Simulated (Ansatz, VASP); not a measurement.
## Two plane-wave programs on Rb

The input INCAR:

```
SYSTEM = Rb
PREC = Accurate
ENCUT = 520
EDIFF = 1E-6
ISMEAR = 0
SIGMA = 0.15
LREAL = .FALSE.
LASPH = .TRUE.
NELM = 80
ALGO = Normal
ISIF = 2
LWAVE = .FALSE.
LCHARG = .TRUE.
GGA = PS
LELF = .TRUE.
LVHAR = .TRUE.
NBANDS = 10
```

KPOINTS

```
Automatic mesh
0
G
  12 12 12
  0 0 0
```

The input POSCAR:

```
Rb
1.0
   -2.6657000000      2.6657000000      2.6657000000
    2.6657000000     -2.6657000000      2.6657000000
    2.6657000000      2.6657000000     -2.6657000000
Rb
1
Direct
    0.0000000000      0.0000000000      0.0000000000
```

Input for Ansatz:

```yaml
crystal:
  lattice:
    - [-2.6657, 2.6657, 2.6657]
    - [2.6657, -2.6657, 2.6657]
    - [2.6657, 2.6657, -2.6657]
  atoms:
    - { symbol: Rb, position: [0.0, 0.0, 0.0] }
basis:
  ecutwfc: 420
kpoints:
  mp_grid: { grid: [12, 12, 12] }
hamiltonian:
  xc: pbesol
scf:
  occupations: { method: gaussian, width: 0.15 }
output:
  forces: true
  stress: true
  eigenvalues: true
```

Change from the starting cell: strain -0.050 along x and y, -0.050 along z, atoms carried along.

Alike in both runs: task single point; functional PBEsol; k mesh 12 × 12 × 12; occupations gaussian, width 0.15 eV; no spin polarisation.

```csv
,VASP,Ansatz
version,VASP 6.6.1,Ansatz 0.2.0
potentials or method,"VASP PAW PBE potentials, release 64 (Rb_sv)","scalar-relativistic, plane waves, PAW"
plane-wave cutoff (eV),520,420
valence electrons in the cell,9,9
```

```csv
,VASP,Ansatz,Ansatz less VASP
gap on the k mesh at the Fermi level (eV),none,none,-
pressure (GPa),0.5,0.5,0.00
```

A gap of «none» marks a metal or a gap that the smearing closes. With one functional, cell and mesh, what is left measures potentials, basis and numerics.

Caveats: the PAW data sets were made with another functional, which shifts forces and pressure a little (VASP).
